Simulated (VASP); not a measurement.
# Pd (P6_3/mmc) in VASP: a series of runs

The runs below take Pd through single point, with PBE.

Everything below comes from runs of VASP 6.6.1. Logs are shortened: lines on timing, memory, paths and dates and some standing lists are left out, and cuts for length are marked.

## Step 1: The structure

The structure is hexagonal, space group P6_3/mmc (No. 194). The conventional cell has a = 2.784 Å, b = 2.784 Å, c = 4.629 Å, α = 90.00°, β = 90.00°, γ = 120.00°. Around Pd (site symmetry -6m2) lie 12 Pd at 2.78 to 2.82 Å.

This isn't the form of Pd at room conditions, which is fcc.

## Step 2: Single point, PBE

File INCAR:

```
SYSTEM = Pd
PREC = Low ; ENCUT = 400
EDIFF = 1E-6 ; ISMEAR = -1
SIGMA = 0.2 ; LREAL = .FALSE.
LASPH = .TRUE. ; NELM = 100
ALGO = Normal ; ISIF = 2
LWAVE = .FALSE. ; LCHARG = .FALSE.
GGA = PE ; ADDGRID = .FALSE.
```

File KPOINTS:

```
Automatic mesh
0
G
  8 8 4
  0 0 0
```

File POSCAR:

```
Pd
1.0
    2.7836650458      0.0000000000      0.0000000000
   -1.3918325229      2.4107246453      0.0000000000
    0.0000000000      0.0000000000      4.6288930000
Pd
2
Direct
    0.3333333333      0.6666666667      0.2500000000
    0.6666666667      0.3333333333      0.7500000000
```

Potentials or basis: VASP PAW PBE potentials, release 64 (Pd).

Started as:

```
$ cat potpaw_PBE.64/Pd/POTCAR > POTCAR
$ mpirun -np 1 vasp_std > vasp.out
```

OUTCAR:

```text
SYSTEM = Pd
   PREC = Low
   ENCUT = 400
   EDIFF = 1E-6
   ISMEAR = -1
   LREAL = .FALSE.
   LASPH = .TRUE.
   NELM = 100
   ISIF = 2
   GGA = PE

 Found     30 irreducible k-points:

 Following reciprocal coordinates:
            Coordinates               Weight
  0.000000  0.000000  0.000000      1.000000
  0.125000  0.000000  0.000000      6.000000
  0.250000  0.000000  0.000000      6.000000
  0.375000  0.000000  0.000000      6.000000
  0.500000  0.000000  0.000000      3.000000
  0.125000  0.125000  0.000000      6.000000
   k-points           NKPTS =     30   k-points in BZ     NKDIM =     30   number of bands    NBANDS=     14
   number of dos      NEDOS =    301   number of ions     NIONS =      2
   total plane-waves  NPLWV =   4704
   dimension x,y,z NGX =    14 NGY =   14 NGZ =   24
   dimension x,y,z NGXF=    14 NGYF=   14 NGZF=   24
   ions per type =               2
   NGX,Y,Z   is equivalent  to a cutoff of   8.36,  8.36,  8.62 a.u.
   NGXF,Y,Z  is equivalent  to a cutoff of   8.36,  8.36,  8.62 a.u.
 SYSTEM =  Pd
   PREC   = low       normal or accurate (medium, high low for compatibility)
   ISTART =      0    job   : 0-new  1-cont  2-samecut
   ICHARG =      2    charge: 1-file 2-atom 10-const
   ISPIN  =      1    spin polarized calculation?
   LNONCOLLINEAR =      F non collinear calculations
   LSORBIT =      F    spin-orbit coupling
   LASPH  =      T    aspherical Exc in radial PAW
   ENCUT  =  400.0 eV  29.40 Ry    5.42 a.u.   4.54  4.54  7.55*2*pi/ulx,y,z
   NELM   =    100;   NELMIN=  2; NELMDL= -5     # of ELM steps
   EDIFF  = 0.1E-05   stopping-criterion for ELM
   LREAL  =      F    real-space projection
   EDIFFG = 0.1E-04   stopping-criterion for IOM
   NSW    =      0    number of steps for IOM
   IBRION =     -1    ionic relax: 0-MD 1-quasi-New 2-CG
   NFREE  =      0    steps in history (QN), initial steepest desc. (CG)
   ISIF   =      2    stress and relaxation
   ISYM   =      2    0-nonsym 1-usesym 2-fastsym
   POTIM  = 0.5000    time-step for ionic-motion
   TEBEG  =    0.0;   TEEND  =   0.0 temperature during run
   PSTRESS=    0.0 pullay stress
   NELECT =      20.0000    total number of electrons
   NUPDOWN=      -1.0000    fix difference up-down
   EMIN   =  10.00;   EMAX   =-10.00  energy-range for DOS
   EFERMI =   0.00;   METHOD = LEGACY
   ISMEAR =    -1;   SIGMA  =   0.20  broadening in eV -4-tet -1-fermi 0-gaus
   EFERMI_NEDOS =   21; number of points for ismear=-14 and -15
   IALGO  =     38    algorithm
   IMIX   =      4    mixing-type and parameters
     AMIX     =   0.40;   BMIX     =  1.00
     AMIX_MAG =   1.60;   BMIX_MAG =  1.00
  volume/ion in A,a.u.               =      15.53       104.81
  Fermi-wavevector in a.u.,A,eV,Ry     =   1.413636  2.671385 27.189429  1.998367
  Thomas-Fermi vector in A             =   2.535261
   LORBIT       =      0    0 simple, 1 ext, 2 COOP (PROOUT), +10 PAW based schemes
   GGA     = PE    functional components
   LHFCALC =     F    Hartree Fock is set to
   AEXX    =    0.0000 exact exchange contribution
   IVDW    =     0    specifies the selected vdW correction
   LEPSILON=     F    determine dielectric tensor
   LRPA    =     F    only Hartree local field effects (RPA)
 non-spin polarized calculation
  energy-cutoff  :      400.00
  volume of cell :       31.06
 maximum number of plane-waves:       580
   NGX =  9   NGY =  9   NGZ = 15

 number of electron      19.9999399 magnetization

 Free energy of the ion-electron system (eV)
  ---------------------------------------------------
  ext. energy  EPLUGINS =         0.00000000
  ---------------------------------------------------
  free energy    TOTEN  =       -10.60655323 eV

  energy without entropy =      -10.17729630  energy(sigma->0) =      -10.39192477

 E-fermi :   9.0405     XC(G=0): -12.8660

 val. band max:        9.0328081665   @ k =   0.1250   0.1250   0.5000
 cond. band min:       9.0517696995   @ k =   0.3750   0.1250   0.2500
 fundamental gap:      0.0189615330
 Fermi energy:         9.0405319484

 k-point     1 :       0.0000    0.0000    0.0000
  band No.  band energies     occupation
      1       2.1880      2.00000
      2       4.0165      2.00000
      3       6.2196      2.00000
      4       6.4187      2.00000
      5       6.4192      2.00000
      6       6.7454      1.99998
      7       6.7459      1.99998
      8       7.3691      1.99953
      9       7.3692      1.99953
     10       8.6980      1.69440
     11       8.6980      1.69431
     12       9.9126      0.02522
     13      15.5855      0.00000
     14      26.0163      0.00000

 k-point     2 :       0.1250    0.0000    0.0000
  band No.  band energies     occupation
      1       2.6654      2.00000
      2       4.3360      2.00000
      3       5.9812      2.00000
      4       6.5371      1.99999
      5       6.7135      1.99998
      6       6.7326      1.99998
      7       6.9270      1.99995
      8       7.0349      1.99991
      9       7.1860      1.99981
     10       7.6203      1.99835
     11       8.7716      1.58644
     12      11.6910      0.00000
     13      15.6121      0.00000
     14      25.5047      0.00000

 k-point     3 :       0.2500    0.0000    0.0000
  band No.  band energies     occupation
      1       3.8054      2.00000
      2       4.6936      2.00000
      3       5.7292      2.00000
      4       5.9179      2.00000
      5       6.3705      2.00000
      6       6.8185      1.99997
      7       7.0887      1.99988
      8       7.4848      1.99916
      9       7.5635      1.99876
     10       7.7929      1.99610
     11       8.8791      1.38306
     12      14.2676      0.00000
     13      15.8139      0.00000
     14      21.4269      0.00000

 k-point     4 :       0.3750    0.0000    0.0000
  band No.  band energies     occupation
      1       4.2906      2.00000
      2       4.5365      2.00000
      3       4.8821      2.00000
      4       6.5096      1.99999
      5       6.6534      1.99999
      6       6.7446      1.99998
      7       6.8128      1.99997
      8       8.5199      1.86213
      9       8.6828      1.71350
     10       8.9336      1.26124
     11       9.2116      0.59664
     12      15.9619      0.00000
     13      16.9445      0.00000
     14      17.6690      0.00000

 k-point     5 :       0.5000    0.0000    0.0000
  band No.  band energies     occupation
      1       4.1415      2.00000
      2       4.5240      2.00000
      3       4.5909      2.00000
      4       6.3926      2.00000
      5       6.6137      1.99999
      6       6.9451      1.99994
      7       7.3145      1.99964
      8       8.9467      1.23026
      9       8.9478      1.22775
     10       9.1267      0.78776
     11      11.4768      0.00001
     12      13.3302      0.00000
     13      18.3521      0.00000
     14      18.6362      0.00000

 k-point     6 :       0.1250    0.1250    0.0000
  band No.  band energies     occupation
      1       3.5176      2.00000
      2       4.8013      2.00000
      3       5.6344      2.00000
      4       6.1135      2.00000
      5       6.4413      2.00000
      6       6.7002      1.99998
      7       6.9174      1.99995
      8       7.3772      1.99951
      9       7.3946      1.99947
     10       7.7427      1.99696
     11       8.8037      1.53134
     12      13.5721      0.00000
     13      15.7432      0.00000
     14      23.7544      0.00000

 [... further k-points ...]
[... 5 lines left out ...]
  --------------------------------------------------------------------------------------
  -------------------------------------------------------------------------------------
  Total       -0.0332890     -0.0332890     -0.4131142      0.0000000     -0.0000000      0.0000000
  in kB       -1.7169957     -1.7169957    -21.3078167      0.0000000     -0.0000000      0.0000000
  external PRESSURE =      -8.2472693 kB  Pullay stress =       0.0000000 kB

 VOLUME and BASIS-vectors are now :
 -----------------------------------------------------------------------------
  energy-cutoff  :      400.00
  volume of cell :       31.06
      direct lattice vectors                 reciprocal lattice vectors
     2.783665046  0.000000000  0.000000000     0.359238624  0.207406516  0.000000000
    -1.391832523  2.410724645  0.000000000     0.000000000  0.414813032  0.000000000
     0.000000000  0.000000000  4.628893000     0.000000000  0.000000000  0.216034374

 POSITION                                       TOTAL-FORCE (eV/Angst)
 -----------------------------------------------------------------------------------
     -0.00000      1.60715      1.15722         0.000000      0.000000      0.000000
      1.39183      0.80357      3.47167        -0.000000     -0.000000      0.000000
 -----------------------------------------------------------------------------------
    total drift:                               -0.000000      0.000000     -0.000000

  FREE ENERGIE OF THE ION-ELECTRON SYSTEM (eV)
  ---------------------------------------------------
  free  energy   TOTEN  =       -10.6065532339 eV

  energy  without entropy=      -10.1772963050  energy(sigma->0) =      -10.39192477
```

Run time: 3 s. Hardware: 1 thread of AMD EPYC 9R45 (Zen 5), shared host; peak memory 0.08 GiB.

These settings aren't checked as converged: the numbers below hold their error.

Results:

```
Free energy            : -10.6066 eV
Pressure               : -0.8 GPa
Band gap on the k mesh : none (metal or under the smearing width)
```

## Step 3: Single point, PBE

INCAR is that of step 2.

KPOINTS is that of step 2.

File POSCAR:

```
Pd
1.0
    2.7836650458      0.0000000000      0.0000000000
   -1.3918325229      2.4107246453      0.0000000000
    0.0000000000      0.0000000000      4.6288930000
Pd
2
Direct
    0.3690330000      0.6707680000      0.2457130000
    0.7034100000      0.3270270000      0.7475630000
```

Potentials or basis: VASP PAW PBE potentials, release 64 (Pd).

Started as:

```
$ cat potpaw_PBE.64/Pd/POTCAR > POTCAR
$ mpirun -np 1 vasp_std > vasp.out
```

OUTCAR:

```text
SYSTEM = Pd
   PREC = Low
   ENCUT = 400
   EDIFF = 1E-6
   ISMEAR = -1
   LREAL = .FALSE.
   LASPH = .TRUE.
   NELM = 100
   ISIF = 2
   GGA = PE

 Found    132 irreducible k-points:

 Following reciprocal coordinates:
            Coordinates               Weight
  0.000000  0.000000  0.000000      1.000000
  0.125000  0.000000  0.000000      2.000000
  0.000000  0.125000  0.000000      2.000000
 -0.125000  0.125000  0.000000      2.000000
  0.250000  0.000000  0.000000      2.000000
[... 169 lines left out ...]
      9       7.5691      1.99873
     10       7.7867      1.99622
     11       8.8615      1.41997
     12      14.2969      0.00000
     13      15.8161      0.00000
     14      21.4145      0.00000

 [... further k-points ...]
[... 5 lines left out ...]
  --------------------------------------------------------------------------------------
  -------------------------------------------------------------------------------------
  Total       -0.0617137      0.0028857     -0.4049404      0.0221180     -0.0019413      0.0016589
  in kB       -3.1830994      0.1488386    -20.8862234      1.1408121     -0.1001296      0.0855622
  external PRESSURE =      -7.9734947 kB  Pullay stress =       0.0000000 kB

 VOLUME and BASIS-vectors are now :
 -----------------------------------------------------------------------------
  energy-cutoff  :      400.00
  volume of cell :       31.06
      direct lattice vectors                 reciprocal lattice vectors
     2.783665046  0.000000000  0.000000000     0.359238624  0.207406516  0.000000000
    -1.391832523  2.410724645  0.000000000     0.000000000  0.414813032  0.000000000
     0.000000000  0.000000000  4.628893000     0.000000000  0.000000000  0.216034374

 POSITION                                       TOTAL-FORCE (eV/Angst)
 -----------------------------------------------------------------------------------
      0.09367      1.61704      1.13738         0.020757     -0.039617      0.065655
      1.50289      0.78837      3.46039        -0.020757      0.039617     -0.065655
 -----------------------------------------------------------------------------------
    total drift:                               -0.000148     -0.000345      0.003788

  FREE ENERGIE OF THE ION-ELECTRON SYSTEM (eV)
  ---------------------------------------------------
  free  energy   TOTEN  =       -10.6057792231 eV

  energy  without entropy=      -10.1766134156  energy(sigma->0) =      -10.39119632
```

OSZICAR:

```text
N       E                     dE             d eps       ncg     rms          rms(c)
DAV:   1     0.902458277025E+02    0.90246E+02   -0.91054E+03  3710   0.113E+03
DAV:   2    -0.985848679221E+01   -0.10010E+03   -0.95539E+02  3978   0.254E+02
DAV:   3    -0.111225202473E+02   -0.12640E+01   -0.12562E+01  4386   0.332E+01
DAV:   4    -0.111298508254E+02   -0.73306E-02   -0.73299E-02  4176   0.238E+00
DAV:   5    -0.111299648584E+02   -0.11403E-03   -0.11403E-03  4434   0.321E-01    0.970E+00
DAV:   6    -0.106280791433E+02    0.50189E+00   -0.14563E+00  3828   0.133E+01    0.481E+00
DAV:   7    -0.106111772191E+02    0.16902E-01   -0.98213E-03  4254   0.859E-01    0.245E+00
DAV:   8    -0.106057708356E+02    0.54064E-02   -0.15682E-03  3918   0.337E-01    0.771E-02
DAV:   9    -0.106057709110E+02   -0.75413E-07   -0.29394E-05  4494   0.515E-02    0.171E-02
DAV:  10    -0.106057800035E+02   -0.90925E-05   -0.47805E-06  3966   0.223E-02    0.625E-03
DAV:  11    -0.106057792231E+02    0.78046E-06   -0.16092E-07  2208   0.484E-03
   1 F= -.10605779E+02 E0= -.10391196E+02  d E =-.429166E+00
```

stdout:

```text
POSCAR found type information on POSCAR Pd
 POSCAR found :  1 types and       2 ions
 scaLAPACK will be used
 LDA part: xc-table for (Slater+PW92), standard interpolation
 POSCAR, INCAR and KPOINTS ok, starting setup
 FFT: planning ... GRIDC
 FFT: planning ... GRID_SOFT
 FFT: planning ... GRID
 WAVECAR not read
 entering main loop
```

Run time: 8.9 s. Hardware: 1 thread of AMD EPYC 9R45 (Zen 5), shared host; peak memory 0.1 GiB.

These settings aren't checked as converged: the numbers below hold their error.

Results:

```yaml
Free_energy: -10.6058 eV
Pressure: -0.8 GPa
Largest_force: 0.079 eV/Å
Band_gap_on_the_k_mesh: none (metal or under the smearing width)
```

(Continued in part 2 of 2.)
